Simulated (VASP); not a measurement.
# NaCl (Fm-3m) in VASP: notebook, part 3 of 3

VASP 6.6.1. The steps go on from the part before.

## 6. Phonons, PBEsol

This run uses another cell than the first one, of 22.04 Å³/atom, 1.290 times its volume.

Input file POSCAR:

```
NaCl
1.0
   -0.0000000000      2.8038634506      2.8038634506
    2.8038634506     -0.0000000000      2.8038634506
    2.8038634506      2.8038634506     -0.0000000000
  Na              Cl
     1     1
Direct
     0.0000000000000000    0.0000000000000000    0.0000000000000000
     0.5000000000000000    0.5000000000000000    0.5000000000000000
```

Input file INCAR.step1:

```
SYSTEM = NaCl
  PREC = Accurate
  ENCUT = 600
  EDIFF = 1E-8
  ISMEAR = 0
  SIGMA = 0.03
  LREAL = .FALSE.
  LASPH = .TRUE.
  NELM = 80
  ALGO = Fast
  ISIF = 3
  LWAVE = .FALSE.
  LCHARG = .FALSE.
  GGA = PS
  IBRION = 2
  NSW = 40
  EDIFFG = -0.002
```

Input file INCAR.step2:

```
SYSTEM = NaCl
  PREC = Accurate
  ENCUT = 600
  EDIFF = 1E-8
  ISMEAR = 0
  SIGMA = 0.03
  LREAL = .FALSE.
  LASPH = .TRUE.
  NELM = 80
  ALGO = Fast
  ISIF = 2
  LWAVE = .FALSE.
  LCHARG = .FALSE.
  GGA = PS
  IBRION = 6
  NFREE = 2
  POTIM = 0.015
  NSW = 1
```

Input file KPOINTS:

```
regular mesh
0
G
  8 8 8
  0 0 0
```

Potentials or basis: VASP PAW PBE potentials, release 64 (Na_pv, Cl).

The run is started by

```console
$ cat potpaw_PBE.64/Na_pv/POTCAR potpaw_PBE.64/Cl/POTCAR > POTCAR
$ cp INCAR.step1 INCAR
$ mpirun -np 1 vasp_std > vasp.out
$ cp CONTCAR POSCAR
$ cp INCAR.step2 INCAR
$ mpirun -np 1 vasp_std > vasp.out
```

OUTCAR:

```text
SYSTEM = NaCl
   PREC = Accurate
   ENCUT = 600
   EDIFF = 1E-8
   ISMEAR = 0
   LREAL = .FALSE.
   LASPH = .TRUE.
   NELM = 80
   ISIF = 2
   GGA = PS
   IBRION = 6
   NFREE = 2
   POTIM = 0.015
   NSW = 1

 ion  position               nearest neighbor table
   1  0.000  0.000  0.000-
   2  0.500  0.500  0.500-

[... 723 lines left out ...]
  --------------------------------------------------------------------------------
  x     0.00000     0.00000     0.00000     0.00000     0.00000     0.00000
  y     0.00000     0.00000     0.00000     0.00000     0.00000     0.00000
  z     0.00000     0.00000     0.00000     0.00000     0.00000     0.00000

 INTERNAL STRAIN TENSOR FOR ION    2 for displacements in x,y,z  (eV/Angst):
          X           Y           Z          XY          YZ          ZX
  --------------------------------------------------------------------------------
  x     0.00000     0.00000     0.00000     0.00000     0.00000     0.00000
  y     0.00000     0.00000     0.00000     0.00000     0.00000     0.00000
  z     0.00000     0.00000     0.00000     0.00000     0.00000     0.00000

 Eigenvectors and eigenvalues of the dynamical matrix
 ----------------------------------------------------

   1 f  =    5.030324 THz    31.606458 2PiTHz  167.793546 cm-1    20.803739 meV
             X         Y         Z           dx          dy          dz
      0.000000  0.000000  0.000000    -0.000000   -0.000000    0.779512
      2.802574  2.802574  2.802574    -0.000000    0.000000   -0.626387
[... 21 lines left out ...]
   6 f/i=    0.005223 THz     0.032819 2PiTHz    0.174229 cm-1     0.021602 meV
             X         Y         Z           dx          dy          dz
      0.000000  0.000000  0.000000    -0.585433    0.196566    0.104835
      2.802574  2.802574  2.802574    -0.728547    0.244619    0.130462

 ELASTIC MODULI CONTR FROM IONIC RELAXATION (kBar)
 Direction    XX          YY          ZZ          XY          YZ          ZX
 --------------------------------------------------------------------------------
 XX           0.0000      0.0000      0.0000      0.0000      0.0000      0.0000
 YY           0.0000      0.0000      0.0000      0.0000      0.0000      0.0000
 ZZ           0.0000      0.0000      0.0000      0.0000      0.0000      0.0000
 XY           0.0000      0.0000      0.0000      0.0000      0.0000      0.0000
 YZ           0.0000      0.0000      0.0000      0.0000      0.0000      0.0000
 ZX           0.0000      0.0000      0.0000      0.0000      0.0000      0.0000
 --------------------------------------------------------------------------------
```

OUTCAR.step1:

```text
SYSTEM = NaCl
   PREC = Accurate
   ENCUT = 600
   EDIFF = 1E-8
   ISMEAR = 0
   LREAL = .FALSE.
   LASPH = .TRUE.
   NELM = 80
[... 629 lines left out ...]
  -------------------------------------------------------------------------------------
  Total       -0.0001153     -0.0001153     -0.0001153      0.0000000     -0.0000000      0.0000000
  in kB       -0.0041976     -0.0041976     -0.0041976      0.0000000     -0.0000000      0.0000000
  external PRESSURE =      -0.0041976 kB  Pullay stress =       0.0000000 kB
[... 17 lines left out ...]
  FREE ENERGIE OF THE ION-ELECTRON SYSTEM (eV)
  ---------------------------------------------------
  free  energy   TOTEN  =        -6.9986654913 eV

  energy  without entropy=       -6.9986654913  energy(sigma->0) =       -6.99866549

 reached required accuracy - stopping structural energy minimisation
```

OSZICAR.step1:

```text
N       E                     dE             d eps       ncg     rms          rms(c)
DAV:   1     0.102347154709E+03    0.10235E+03   -0.78409E+03   644   0.145E+03
DAV:   2     0.186411677269E+01   -0.10048E+03   -0.94436E+02   731   0.295E+02
DAV:   3    -0.696113027430E+01   -0.88252E+01   -0.87619E+01   781   0.844E+01
[... 32 lines left out ...]
RMM:   4    -0.699866592654E+01   -0.97527E-06   -0.21366E-06   664   0.128E-02    0.337E-03
RMM:   5    -0.699866539930E+01    0.52723E-06   -0.51265E-07   721   0.710E-03    0.860E-04
RMM:   6    -0.699866541256E+01   -0.13259E-07   -0.15416E-07   697   0.355E-03    0.128E-03
RMM:   7    -0.699866549012E+01   -0.77559E-07   -0.43758E-08   564   0.237E-03    0.173E-04
RMM:   8    -0.699866549127E+01   -0.11501E-08   -0.54640E-09   391   0.993E-04
   3 F= -.69986655E+01 E0= -.69986655E+01  d E =-.692255E-05
```

Run time: 91 s. Hardware: 1 thread of Intel Xeon Platinum 8375C at 2.90GHz (Ice Lake), shared host; peak memory 0.21 GiB.

What came out:

| Item | Value |
| --- | --- |
| Relaxed volume | 22.01 Å³/atom |
| Relaxed cell | a = 3.963 Å, b = 3.963 Å, c = 3.963 Å, α = 60.00°, β = 60.00°, γ = 60.00° |
| Space group after relaxing (to 0.05 Å) | Fm-3m (No. 225) |
| Highest phonon frequency at Γ, LO-TO splitting left out | 168 cm⁻¹ |

Final structure:
```cif
data_structure
_symmetry_space_group_name_H-M 'P 1'
_symmetry_Int_Tables_number 1
_cell_length_a 3.9634
_cell_length_b 3.9634
_cell_length_c 3.9634
_cell_angle_alpha 60.000
_cell_angle_beta 60.000
_cell_angle_gamma 60.000
_cell_volume 44.03
loop_
_atom_site_label
_atom_site_type_symbol
_atom_site_fract_x
_atom_site_fract_y
_atom_site_fract_z
_atom_site_occupancy
Na1 Na 0.00000 0.00000 0.00000 1
Cl1 Cl 0.50000 0.50000 0.50000 1
```

Phonon frequencies in cm⁻¹ (negative: imaginary):
```
              q point        frequencies
(0.000, 0.000, 0.000)  0 0 0 168 168 168
```

Caveat: the PAW data sets were made with another functional, which shifts forces and pressure a little.

## 7. How close it comes

Step 5. Against the measured high-frequency dielectric constant of NaCl, 2.34 (80 K; a printed reference work, textbook), the calculated 2.48 is off by +5.9 %.
